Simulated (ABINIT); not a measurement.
# MoS2 in ABINIT: notebook

Aim: see how the results for MoS2 move with the level of theory and the settings. Levels: LDA, PBEsol, RPBE. Tasks: relaxation of cell and atoms.

Program: ABINIT 10.8.3 (patched build). These are calculated values, not measurements. Logs are shortened: lines on timing, memory, paths and dates and some standing lists are left out, and cuts for length are marked. The log counts tension as positive stress, the text compression.

## Step 1: The slab as given

The cell holds a slab with vacuum, 3 atoms: a = 3.184 Å, b = 3.184 Å, c = 17.335 Å, α = 90.00°, β = 90.00°, γ = 120.00°.

## Step 2: Relaxation of cell and atoms, LDA

run.abi

```
# Pseudopotentials
pp_dirpath "./"
pseudos "Mo.GGA_PBE-JTH.xml, S.GGA_PBE-JTH.xml"

# Structure
acell 6.0171262416 6.0171262416 32.7576463855
rprim
     1.0000000000     0.0000000000     0.0000000000
    -0.5000000000     0.8660254038     0.0000000000
     0.0000000000     0.0000000000     1.0000000000
ntypat 2
znucl 42 16
natom 3
typat 1 2 2
xred
     0.0000000000     0.0000000000     0.0000000000
     0.3333333333     0.6666666667     0.9105070200
     0.3333333333     0.6666666667     0.0894929800
chkprim 0
chksymtnons 0
tolsym 1.0e-6

# Plane-wave basis
ecut 24.0
pawecutdg 46.0

# k points
kptopt 1
ngkpt 6 6 1
nshiftk 1
shiftk 0.0 0.0 0.0

# Exchange and correlation
ixc 7

# Bands and occupations
nband 17
occopt 3
tsmear 0.05 eV

# SCF cycle
nstep 100
tolvrs 1.0e-9

# Output
iomode 3
prtwf 0
prtden 0
prteig 0
prtebands 0
enunit 2
prtvol 2

# Relaxation
ionmov 22
ntime 60
tolmxf 0.0001
optcell 2
dilatmx 1.08
ecutsm 0.5
```

Potentials or basis: JTH PAW PBE v2.0.

The run is started by

```console
$ abinit run.abi > log 2>&1
```

run.abo:

```text
.Version 10.8.3 of ABINIT
 Symmetries : space group P-6 m 2 (#187); Bravais hP (primitive hexag.)
================================================================================
 Values of the parameters that define the memory need of the present run
     intxc =       0    ionmov =      22      iscf =      17    lmnmax =      18
     lnmax =       6     mgfft =     160  mpssoang =       3    mqgrid =   10802
     natom =       3  nloc_mem =       2    nspden =       1   nspinor =       1
    nsppol =       1      nsym =      12    n1xccc =       1    ntypat =       2
    occopt =       3   xclevel =       1
       mpw =        7271          nfft =      144000          nkpt =           7
 PAW method is used; the additional fine FFT grid is defined by:
   mgfftf=       225    nfftf =    360000
================================================================================
================================================================================

--------------------------------------------------------------------------------
------------- Echo of variables that govern the present computation ------------
--------------------------------------------------------------------------------
 -outvars: echo values of preprocessed input variables --------
            acell      6.0171262416E+00  6.0171262416E+00  3.2757646386E+01 Bohr
              amu      9.59400000E+01  3.20660000E+01
          chkprim           0
      chksymtnons           0
          dilatmx      1.08000000E+00
             ecut      2.40000000E+01 Hartree
           ecutsm      5.00000000E-01 Hartree
           enunit           2
           ionmov          22
              ixc           7
         kptrlatt        6    0    0      0    6    0      0    0    1
          kptrlen      3.61027574E+01
            natom           3
            nband          17
            ngfft          30      30     160
          ngfftdg          40      40     225
             nkpt           7
            nstep         100
             nsym          12
            ntime          60
           ntypat           2
           occopt           3
          optcell           2
        pawecutdg      4.60000000E+01 Hartree
           prtden           0
        prtebands           0
           prteig           0
           prtvol           2
            prtwf           0
            rprim      1.0000000000E+00  0.0000000000E+00  0.0000000000E+00
                      -5.0000000000E-01  8.6602540380E-01  0.0000000000E+00
                       0.0000000000E+00  0.0000000000E+00  1.0000000000E+00
          spgroup         187
           tolmxf      1.00000000E-04
           tolsym      1.00000000E-06
           tolvrs      1.00000000E-09
           tsmear      1.83746611E-03 Hartree
            typat      1  2  2
           useylm           1
           xangst      0.0000000000E+00  0.0000000000E+00  0.0000000000E+00
                      -2.9392005742E-16  1.8383560495E+00  1.5783274933E+01
                      -2.9392005742E-16  1.8383560495E+00  1.5513250056E+00
            xcart      0.0000000000E+00  0.0000000000E+00  0.0000000000E+00
                      -5.5542841144E-16  3.4739894554E+00  2.9826066993E+01
                      -5.5542841144E-16  3.4739894554E+00  2.9315793928E+00
             xred      0.0000000000E+00  0.0000000000E+00  0.0000000000E+00
                       3.3333333333E-01  6.6666666667E-01  9.1050702000E-01
                       3.3333333333E-01  6.6666666667E-01  8.9492980000E-02
            znucl       42.00000   16.00000

================================================================================

 chkinp: Checking input parameters for consistency.

================================================================================
== DATASET  1 ==================================================================

--- !DatasetInfo
[... 747 lines left out ...]
 length scales=  5.902805657300  5.902805657380 32.477830676018 bohr
              =  3.123630232113  3.123630232155 17.186527841656 angstroms
 Fermi (or HOMO) energy (hartree) =  -0.00845   Average Vxc (hartree)=  -0.16986
 Eigenvalues (hartree) for nkpt=   7  k points:
 kpt#   1, nband= 17, wtk=  0.02778, kpt=  0.0000  0.0000  0.0000 (reduced coord)
  -2.27086   -1.32432   -1.31363   -1.31363   -0.56672   -0.51548   -0.25590   -0.13859
  -0.13859   -0.11168   -0.09524   -0.09524   -0.04630    0.06623    0.06623    0.07643
   0.07643
      occupation numbers for kpt#   1
   2.00000    2.00000    2.00000    2.00000    2.00000    2.00000    2.00000    2.00000
   2.00000    2.00000    2.00000    2.00000    2.00000    0.00000    0.00000    0.00000
   0.00000
 kpt#   2, nband= 17, wtk=  0.16667, kpt=  0.1667  0.0000  0.0000 (reduced coord)
  -2.27041   -1.32345   -1.31794   -1.31460   -0.55078   -0.50904   -0.23978   -0.16745
  -0.15354   -0.12217   -0.11687   -0.08091   -0.05510    0.04479    0.05767    0.06089
   0.08936
      occupation numbers for kpt#   2
   2.00000    2.00000    2.00000    2.00000    2.00000    2.00000    2.00000    2.00000
   2.00000    2.00000    2.00000    2.00000    2.00000    0.00000    0.00000    0.00000
   0.00000
 kpt#   3, nband= 17, wtk=  0.16667, kpt=  0.3333  0.0000  0.0000 (reduced coord)
[... 24 lines left out ...]
  -2.26906   -1.32836   -1.32083   -1.31969   -0.49083   -0.48474   -0.24491   -0.22928
  -0.18495   -0.16357   -0.12942   -0.10510   -0.05999    0.04447    0.06862    0.08389
   0.12896
      occupation numbers for kpt#   6
   2.00000    2.00000    2.00000    2.00000    2.00000    2.00000    2.00000    2.00000
   2.00000    2.00000    2.00000    2.00000    2.00000    0.00000    0.00000    0.00000
   0.00000
 kpt#   7, nband= 17, wtk=  0.05556, kpt=  0.3333  0.3333  0.0000 (reduced coord)
  -2.26883   -1.32632   -1.32436   -1.32039   -0.47869   -0.47867   -0.24995   -0.21743
  -0.19772   -0.17227   -0.15116   -0.12196   -0.04227    0.02596    0.06957    0.09652
   0.14995
      occupation numbers for kpt#   7
   2.00000    2.00000    2.00000    2.00000    2.00000    2.00000    2.00000    2.00000
   2.00000    2.00000    2.00000    2.00000    2.00000    0.00000    0.00000    0.00000
   0.00000
 Fermi (or HOMO) energy (eV) =  -0.22990   Average Vxc (eV)=  -4.62220
 Eigenvalues (   eV  ) for nkpt=   7  k points:
 kpt#   1, nband= 17, wtk=  0.02778, kpt=  0.0000  0.0000  0.0000 (reduced coord)
 -61.79324  -36.03666  -35.74559  -35.74559  -15.42114  -14.02700   -6.96332   -3.77124
  -3.77124   -3.03896   -2.59156   -2.59156   -1.25976    1.80230    1.80230    2.07987
   2.07987
 kpt#   2, nband= 17, wtk=  0.16667, kpt=  0.1667  0.0000  0.0000 (reduced coord)
 -61.78103  -36.01301  -35.86309  -35.77213  -14.98741  -13.85162   -6.52484   -4.55665
  -4.17813   -3.32432   -3.18025   -2.20174   -1.49941    1.21893    1.56923    1.65692
   2.43159
 kpt#   3, nband= 17, wtk=  0.16667, kpt=  0.3333  0.0000  0.0000 (reduced coord)
 -61.75652  -36.09194  -35.96543  -35.82480  -13.97082  -13.44912   -6.58206   -5.49870
  -5.08660   -4.02507   -2.79475   -2.40364   -2.18944    1.23421    1.25378    2.38691
   3.18463
 kpt#   4, nband= 17, wtk=  0.08333, kpt=  0.5000  0.0000  0.0000 (reduced coord)
 -61.74422  -36.20347  -35.94148  -35.85091  -13.33136  -13.21157   -7.15037   -6.13618
  -5.32751   -4.36040   -3.06598   -1.98617   -1.79053    1.31120    1.81027    2.82544
   3.39662
 kpt#   5, nband= 17, wtk=  0.16667, kpt=  0.1667  0.1667  0.0000 (reduced coord)
 -61.76266  -36.01385  -35.97738  -35.83403  -14.25289  -13.55365   -6.25052   -4.98739
  -4.94585   -4.43384   -3.09582   -2.13372   -1.95733    0.80027    1.48423    1.63325
   3.26794
 kpt#   6, nband= 17, wtk=  0.33333, kpt=  0.3333  0.1667  0.0000 (reduced coord)
 -61.74423  -36.14646  -35.94155  -35.91069  -13.35606  -13.19034   -6.66443   -6.23906
  -5.03278   -4.45096   -3.52173   -2.85979   -1.63238    1.21009    1.86736    2.28282
   3.50912
 kpt#   7, nband= 17, wtk=  0.05556, kpt=  0.3333  0.3333  0.0000 (reduced coord)
 -61.73807  -36.09092  -36.03774  -35.92962  -13.02579  -13.02531   -6.80152   -5.91668
  -5.38029   -4.68783   -4.11323   -3.31865   -1.15013    0.70635    1.89307    2.62651
   4.08026
 Total charge density [el/Bohr^3]
)     Maximum=    1.3276E+00  at reduced coord.    0.0000    0.0000    0.0000
)Next maximum=    1.3106E+00  at reduced coord.    0.0000    0.0000    0.9956
)     Minimum=   -2.1276E-01  at reduced coord.    0.3250    0.6500    0.0889
)Next minimum=   -2.1276E-01  at reduced coord.    0.3250    0.6750    0.0889
   Integrated=    2.6000E+01

--- !EnergyTerms
iteration_state     : {dtset: 1, itime: 5, icycle: 1, }
comment             : Components of total free energy in Hartree
kinetic             :  1.87153101235130E+01
hartree             :  2.32193579021593E+02
xc                  : -1.12384978357106E+01
Ewald energy        :  1.53636009204927E+02
psp_core            :  9.06713471258495E-01
local_psp           : -4.96469907033819E+02
PAW spherical_terms :  1.24075302474546E+01
internal            : -8.98492628007841E+01
'-kT*entropy'       : -8.75605587232999E-11
total_energy        : -8.98492628008716E+01
total_energy_eV     : -2.44492299399117E+03
...

--- !EnergyTermsDC
iteration_state     : {dtset: 1, itime: 5, icycle: 1, }
comment             : '"Double-counting" decomposition of free energy'
band_energy         : -1.65845666515212E+01
Ewald energy        :  1.53636009204927E+02
psp_core            :  9.06713471258495E-01
xc_dc               : -2.30735641773265E+02
PAW spherical_terms :  2.92823160132818E+00
internal            : -8.98492541472729E+01
'-kT*entropy'       : -8.75605587232999E-11
total_energy_dc     : -8.98492541473605E+01
total_energy_dc_eV  : -2.44492275851714E+03
...

--- !EnergyTermsWithPAWCore
iteration_state     : {dtset: 1, itime: 5, icycle: 1, }
comment             : 'Components of total free energy, including PAW core contributions'
Total energy        : -4.84097759736087E+03
Total energy DC     : -4.84097758870736E+03
Total energy (eV)   : -1.31729711209928E+05
Total energy DC (eV): -1.31729710974454E+05
...

 rms coord change=  4.5547E-04   atom, delta coord (reduced):
     1       -0.000000000000     -0.000000000000      0.000000000000
     2        0.000000000000      0.000000000000     -0.000966195581
     3        0.000000000000      0.000000000000      0.000966195581

 Cartesian components of stress tensor (hartree/bohr^3)
  sigma(1 1)= -8.25973284E-07  sigma(3 2)=  0.00000000E+00
  sigma(2 2)= -8.25973317E-07  sigma(3 1)=  0.00000000E+00
  sigma(3 3)= -7.15670267E-07  sigma(2 1)=  0.00000000E+00

-Cartesian components of stress tensor (GPa)         [Pressure=  2.3219E-02 GPa]
- sigma(1 1)= -2.43009730E-02  sigma(3 2)=  0.00000000E+00
- sigma(2 2)= -2.43009740E-02  sigma(3 1)=  0.00000000E+00
- sigma(3 3)= -2.10557462E-02  sigma(2 1)=  0.00000000E+00

== END DATASET(S) ==============================================================
================================================================================

 -outvars: echo values of variables after computation  --------
            acell      5.9028056573E+00  5.9028056574E+00  3.2477830676E+01 Bohr
           etotal     -8.9849254147E+01
            fcart     -0.0000000000E+00 -0.0000000000E+00 -0.0000000000E+00
                      -0.0000000000E+00 -0.0000000000E+00 -3.1530094533E-06
                      -0.0000000000E+00 -0.0000000000E+00  3.1530094533E-06
            rprim      1.0000000000E+00  0.0000000000E+00  0.0000000000E+00
                      -4.9999999999E-01  8.6602540379E-01  0.0000000000E+00
                       0.0000000000E+00  0.0000000000E+00  1.0000000000E+00
           strten     -8.2597328409E-07 -8.2597331731E-07 -7.1567026653E-07
                       0.0000000000E+00  0.0000000000E+00  0.0000000000E+00
           xangst     -2.1682880902E-28 -4.3855573055E-29  0.0000000000E+00
                      -3.7113462247E-16  1.8034287554E+00  1.5631848702E+01
                      -3.7113462247E-16  1.8034287554E+00  1.5546791397E+00
             xred     -7.7521607213E-29 -1.6211923324E-29  0.0000000000E+00
                       3.3333333333E-01  6.6666666667E-01  9.0954082442E-01
                       3.3333333333E-01  6.6666666667E-01  9.0459175581E-02
 Calculation completed.
```

It took 4.7 min on 1 thread of Arm Neoverse V2, shared host; peak memory 0.18 GiB.

Results:

```
Free energy                                           : -2444.9228 eV
Relaxed volume                                        : 48.41 Å³/atom
Relaxed cell                                          : a = 3.124 Å, b = 3.124 Å, c = 17.187 Å, α = 90.00°, β = 90.00°, γ = 120.00°
Space group after relaxing (to 0.05 Å)                : P-6m2 (No. 187)
Energy gained by relaxing                             : 13.3 meV/atom
Ionic steps                                           : 5
Band gap on the k mesh                                : 1.86 eV, direct
Valence electrons inside the program's atomic spheres : Mo 11.33; S 3.60
```

Step by step:
| step | energy change (eV) | largest force (eV/Å) | pressure (GPa) | volume (Å³) |
| --- | --- | --- | --- | --- |
| 1 | 0.0000 | 0.3380 | -1.85 | 152.20 |
| 2 | -0.0116 | 0.1935 | -1.45 | 151.34 |
| 3 | -0.0357 | 0.1766 | -0.02 | 147.11 |
| 4 | -0.0397 | 0.0461 | 0.05 | 145.43 |
| 5 | -0.0399 | 0.0002 | 0.02 | 145.22 |

Final structure:
```
Mo S
1.0
     3.12363    0.00000    0.00000
    -1.56182    2.70514    0.00000
     0.00000    0.00000   17.18653
Mo S
1 2
Direct
  0.00000 0.00000 0.00000
  0.33333 0.66667 0.90954
  0.33333 0.66667 0.09046
```

Caveat: the PAW data sets were made with another functional, which shifts forces and pressure a little.

## Step 3: Relaxation of cell and atoms, PBEsol

Edit run.abi of step 2 so:

```diff
@@ -25,2 +25,3 @@
 pawecutdg 46.0
+pawxcdev 0
 
@@ -33,3 +34,3 @@
 # Exchange and correlation
-ixc 7
+ixc -116133
```

Potentials or basis: JTH PAW PBE v2.0.

The run is started by

```console
$ abinit run.abi > log 2>&1
```

It took 9.5 min on 1 thread of Arm Neoverse V2, shared host; peak memory 0.22 GiB.

Results (log left out):

| Item | Value |
| --- | --- |
| Free energy | -2436.9154 eV |
| Relaxed volume | 49.24 Å³/atom |
| Relaxed cell | a = 3.142 Å, b = 3.142 Å, c = 17.281 Å, α = 90.00°, β = 90.00°, γ = 120.00° |
| Space group after relaxing (to 0.05 Å) | P-6m2 (No. 187) |
| Energy gained by relaxing | 5.6 meV/atom |
| Ionic steps | 8 |
| Band gap on the k mesh | 1.81 eV, direct |
| Valence electrons inside the program's atomic spheres | Mo 11.30; S 3.59 |

The path:
| step | energy change (eV) | largest force (eV/Å) | pressure (GPa) | volume (Å³) |
| --- | --- | --- | --- | --- |
| 1 | 0.0000 | 0.1222 | -1.04 | 152.20 |
| 2 | -0.0038 | 0.0596 | -0.87 | 151.72 |
| 3 | -0.0161 | 0.1075 | 0.28 | 147.44 |
| 4 | -0.0152 | 0.1701 | -0.25 | 147.41 |
| 5 | -0.0166 | 0.0662 | 0.14 | 147.79 |
| 6 | -0.0167 | 0.0484 | 0.08 | 147.81 |
| 7 | -0.0168 | 0.0174 | 0.00 | 147.60 |
| 8 | -0.0168 | 0.0016 | 0.02 | 147.73 |

Final structure:
```
CELL_PARAMETERS angstrom
3.14191 0.00000 0.00000
-1.57096 2.72097 0.00000
0.00000 0.00000 17.28063
ATOMIC_POSITIONS crystal
Mo 0.00000 0.00000 0.00000
S 0.33333 0.66667 0.90976
S 0.33333 0.66667 0.09024
```

Levels at points of the mesh, in eV from the valence-band top:
```
           k point  band 11  band 12  band 13  band 14  band 15  band 16
(0.00, 0.00, 0.00)    -1.45    -1.45    -0.08     2.89     2.89     3.16
(0.50, 0.00, 0.00)    -1.92    -0.88    -0.66     2.41     2.91     3.94
```

Caveat: the PAW data sets were made with another functional, which shifts forces and pressure a little.

## Step 4: Relaxation of cell and atoms, RPBE

Edit run.abi of step 3 so:

```diff
@@ -34,3 +34,3 @@
 # Exchange and correlation
-ixc -116133
+ixc 15
```

The run is started by

```console
$ abinit run.abi > log 2>&1
```

It took 7.1 min on 1 thread of Arm Neoverse V2, shared host; peak memory 0.22 GiB.

The run converged. Its results:

* Free energy: -2434.3876 eV
* Relaxed volume: 51.94 Å³/atom
* Relaxed cell: a = 3.209 Å, b = 3.209 Å, c = 17.471 Å, α = 90.00°, β = 90.00°, γ = 120.00°
* Space group after relaxing (to 0.05 Å): P-6m2 (No. 187)
* Energy gained by relaxing: 4.4 meV/atom
* Ionic steps: 7
* Largest force after relaxing: 0.004 eV/Å
* Band gap on the k mesh: 1.54 eV, indirect (least direct gap 1.61 eV)
* Valence electrons inside the program's atomic spheres: Mo 11.25; S 3.58

Forces on the atoms (eV/Å):
```
Mo   0.000  0.000  0.000
S    0.000  0.000  0.004
S    0.000  0.000 -0.004
```

The path:
| step | energy change (eV) | largest force (eV/Å) | pressure (GPa) | volume (Å³) |
| --- | --- | --- | --- | --- |
| 1 | 0.0000 | 0.3831 | 1.20 | 152.20 |
| 2 | -0.0061 | 0.2453 | 0.88 | 152.76 |
| 3 | -0.0120 | 0.0498 | 0.12 | 154.30 |
| 4 | -0.0124 | 0.0529 | 0.07 | 154.59 |
| 5 | -0.0131 | 0.0479 | 0.14 | 155.59 |
| 6 | -0.0133 | 0.0122 | 0.01 | 155.90 |
| 7 | -0.0133 | 0.0044 | 0.00 | 155.82 |

Final structure:
```
Mo S
1.0
     3.20916    0.00000    0.00000
    -1.60458    2.77921    0.00000
     0.00000    0.00000   17.47085
Mo S
1 2
Direct
  0.00000 0.00000 0.00000
  0.33333 0.66667 0.91050
  0.33333 0.66667 0.08950
```

Levels at points of the mesh, in eV from the valence-band top:
```
           k point  band 9  band 10  band 11  band 12  band 13  band 14  band 15  band 16  band 17
(0.00, 0.00, 0.00)   -2.64    -1.75    -1.56    -1.56     0.00     2.64     2.64     2.88     2.88
(0.50, 0.00, 0.00)   -4.04    -3.17    -1.87    -1.07    -0.66     2.11     2.63     3.79     4.17
```

Caveat: the PAW data sets were made with another functional, which shifts forces and pressure a little.

## Step 5: Overview

| level | gap on the mesh (eV) | relaxed volume (Å³/atom) |
| --- | --- | --- |
| LDA | 1.86 | 48.41 |
| PBEsol | 1.81 | 49.24 |
| RPBE | 1.54 | 51.94 |

Alike in all rows: task relaxation of cell and atoms; potentials or basis JTH PAW PBE v2.0; no spin polarisation; cell relaxed; k mesh 6 × 6 × 1; cutoff (eV) 653; smearing fermi-dirac 0.05 eV.

Caveats: the PAW data sets were made with another functional, which shifts forces and pressure a little.

Absolute energies hang on the potentials; compare differences alone.
